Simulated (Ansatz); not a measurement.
Rock-salt LiI was calculated with PBE0 (Ansatz, a quantum-chemistry and plane-wave program, plane waves, PAW).

Total energies, extrapolated to zero smearing (they compare only within this program, potentials and cutoff; free atoms with spin allowed, lowest state found):

```json
[
 {"system": "rock-salt LiI, relaxed", "energy (eV/atom)": "-3862.0305"},
 {"system": "free Li atom", "energy (eV/atom)": "-203.2154"},
 {"system": "free I atom", "energy (eV/atom)": "-7515.4700"}
]
```

Question: Work out the cohesive energy per atom.

Answer: E_coh = [1 × (-203.2154) + 1 × (-7515.4700)]/2 − (-3862.0305) = 2.69 eV/atom. The reference value is 2.82 eV/atom (measured, zero-point energy (Debye) added; as tabulated in Doll and Stoll (1998), arXiv:cond-mat/9801031), not set against a level without spin–orbit coupling.

Spin–orbit coupling is left out; its size isn't shown.

The PAW data were made under PBE.
